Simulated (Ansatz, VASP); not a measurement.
Si: VASP beside Ansatz

POSCAR

```
Si
1.0
   -2.4025781503      2.4025781503      1.3467577299
    2.4025781503     -2.4025781503      1.3467577299
    2.4025781503      2.4025781503     -1.3467577299
Si
2
Direct
    0.5000000000      0.5000000000      0.0000000000
    0.2500000000      0.7500000000      0.5000000000
```

The input INCAR.step1:

```
  PREC = Accurate
  ENCUT = 520
  ISMEAR = -1
  SIGMA = 0.05
  LREAL = False
  LASPH = True
  NELM = 60
  NBANDS = 11
  GGA = PE
  ALGO = Normal
  EDIFF = 1E-4
  LWAVE = True
  LCHARG = False
```

File INCAR.step2:

```
  PREC = Accurate
  ENCUT = 520
  EDIFF = 1E-7
  ISMEAR = -1
  SIGMA = 0.05
  LREAL = False
  LASPH = True
  NELM = 60
  ALGO = Normal
  ISIF = 2
  LWAVE = False
  LCHARG = False
  METAGGA = R2SCAN
  LMIXTAU = True
  NBANDS = 11
  ISTART = 1
```

The input KPOINTS:

```
Automatic mesh
0
Gamma
  11 11 11
```

File input.yaml:

```yaml
crystal:
  lattice:
    - [-2.4025781503, 2.4025781503, 1.3467577299]
    - [2.4025781503, -2.4025781503, 1.3467577299]
    - [2.4025781503, 2.4025781503, -1.3467577299]
  atoms:
    - { symbol: Si, position: [0.5, 0.5, 0.0] }
    - { symbol: Si, position: [0.25, 0.75, 0.5] }
hamiltonian:
  xc: r2scan
  pseudopotentials: { kind: paw }
kpoints:
  mp_grid: { grid: [11, 11, 11] }
scf:
  occupations: { method: fermi_dirac, width: 0.05 }
output:
  forces: true
  stress: true
  eigenvalues: true
```

This isn't the form of Si at room conditions, which is diamond.

Alike in both runs: task single point; functional r2SCAN; k mesh 11 × 11 × 11; occupations fermi-dirac, width 0.05 eV; no spin polarisation.

|  | VASP | Ansatz |
| --- | --- | --- |
| version | VASP 6.6.1 | Ansatz 0.2.0 |
| potentials or method | VASP PAW PBE potentials, release 64 (Si) | Ansatz PAW |
| plane-wave cutoff (eV) | 520 | 500 |
| valence electrons in the cell | 8 | 8 |

VASP gave:

```
gap on the k mesh at the Fermi level (eV)       : none
pressure (GPa)                                  : -2.1
largest component of the traceless stress (GPa) : 0.10
```

Problem. Estimate Ansatz's values.

Solution. gap on the k mesh at the Fermi level (eV): none; pressure (GPa): -2.0; largest component of the traceless stress (GPa): 0.18.

A gap of «none» marks a metal or a gap that the smearing closes.

Caveats: the PAW data sets were made with another functional, which shifts forces and pressure a little (VASP); the PAW data sets come from PBE, with cores solved anew for the run's functional, which leaves a small shift of forces and pressure (Ansatz).
